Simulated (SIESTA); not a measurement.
# HgSe under changes of volume

One of the cells (28.067 Å³/atom); the others are scaled copies at fixed shape and fractional positions:

```
Hg Se
1.0
     0.00000    3.03900    3.03900
     3.03900    0.00000    3.03900
     3.03900    3.03900    0.00000
Hg Se
1 1
Cartesian
  0.0000 0.0000 0.0000
  4.5585 4.5585 4.5585
```

* Program: SIESTA 5.4.2
* Functional: BLYP
* Potentials or basis: PseudoDojo 0.4 standard (PBE files)
* Basis: DZP (energy shift 0.002 Ry)
* Grid cutoff: 800 Ry
* Energy shift: 0.002 Ry
* k mesh: 8 × 8 × 8
* Occupations: fermi-dirac, width 0.05 eV
* Spin: no spin polarisation

| volume (Å³/atom) | energy over the lowest point (meV/atom) | pressure (GPa) |
| --- | --- | --- |
| 26.383 | 212.16 | 15.2 |
| 26.944 | 162.28 | 13.3 |
| 27.505 | 118.88 | 11.5 |
| 28.067 | 81.67 | 9.8 |
| 28.628 | ? | ? |
| 29.189 | 22.58 | 7.1 |
| 29.751 | 0.00 | 5.8 |

What does the run at 28.628 Å³/atom give?

Energy over the lowest point 49.66 meV/atom; pressure 8.4 GPa.

Worked out: A Birch-Murnaghan fit of order 3 (a polynomial in V^(-2/3)) to the other rows has no minimum within the range. It gives 49.66 meV/atom at 28.628 Å³/atom, against the run's 49.66, and -dE/dV = 8.4 GPa, against 8.4.

Energies are extrapolated to zero smearing.

Caveats: semicore shells carry a single zeta, which can move pressures by several GPa and volumes by a few percent; the potentials were made for another functional, which shifts forces and pressure; the basis of atomic orbitals isn't converged, which shifts pressures, moduli and gaps.
